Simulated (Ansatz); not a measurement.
## InSb₃: do energies and stresses tell the same story?

Theory: Ansatz 0.2.0, DFT r2SCAN, scalar-relativistic, plane waves, PAW.

Plane waves to 500 eV, a k mesh through Γ of 10×10×10 on the computed 4-atom cell and Gaussian smearing (0.10 eV); no spin polarisation.

Relaxed cell: Fm-3m, a = 7.545 Å, b = 7.545 Å, c = 7.545 Å, α = 90.00°, β = 90.00°, γ = 90.00°, 4 atoms in the primitive cell. Whether it is the stable form of this composition wasn't checked.

Energies at zero smearing and pressures from the stress tensor, at volumes with shape and atoms relaxed:
```json
{"V (Å³/atom)": "25.233", "E − E(first) (meV/atom)": "0.00", "P (GPa)": "4.00"}
{"V (Å³/atom)": "26.038", "E − E(first) (meV/atom)": "-14.35", "P (GPa)": "1.81"}
{"V (Å³/atom)": "26.843", "E − E(first) (meV/atom)": "-18.62", "P (GPa)": "-0.01"}
{"V (Å³/atom)": "27.649", "E − E(first) (meV/atom)": "-14.41", "P (GPa)": "-1.55"}
{"V (Å³/atom)": "28.454", "E − E(first) (meV/atom)": "-3.07", "P (GPa)": "-2.84"}
```

Q: Check P = −dE/dV between neighbouring volumes, and get the bulk modulus from the pressures alone.

A: With 1 eV/Å³ = 160.2 GPa:
```tsv
middle V (Å³/atom)	−ΔE/ΔV (GPa)	mean P (GPa)
25.635	2.854	2.908
26.441	0.850	0.900
27.246	-0.838	-0.784
28.051	-2.256	-2.197
```

The two differ by 0.06 GPa at most. The mean of two end pressures misses the average over a step by about ΔV² P″/12, up to 0.03 GPa here; with that taken off 0.04 GPa remains. The stress is the derivative of the free energy, not of the energy at zero smearing, and with free energies 0.00 GPa remains. Around V = 26.843 Å³/atom, the two neighbours give B = −V ΔP/ΔV = 26.843 × 3.37 / 1.611 = 56.1 GPa, against B0 = 56.3 GPa from the Birch–Murnaghan fit of the energies.

Cost: 6 runs of about 4.1 core-minutes in all, on Intel Xeon Platinum 8259CL (Skylake/Cascade Lake) (shared hosts).